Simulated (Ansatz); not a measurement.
Cubic perovskite CsPbI3 (cubic high-temperature phase), treated with HSE06+SOC (Ansatz, a program for electronic structure, plane waves, PAW).

Run with plane-wave cutoff 460 eV, 4×4×4 k mesh, Fermi–Dirac smearing 0.01 eV, PAW data made under PBE.

The cell has the measured lattice: a = 6.289 Å, b = 6.289 Å, c = 6.289 Å, α = 90.00°, β = 90.00°, γ = 90.00°.

Problem. Predict the band gap and Γ–Γ gap.

Solution. 
- band gap: 0.44 eV (on the SCF k mesh) (direct)
- Γ–Γ gap: 4.90 eV

Note: held by symmetry at 0 K, a high-temperature phase can be a saddle point; cell and atoms aren't relaxed at this level (pressure 0.6 GPa).

Static lattice: no zero-point or thermal effects.
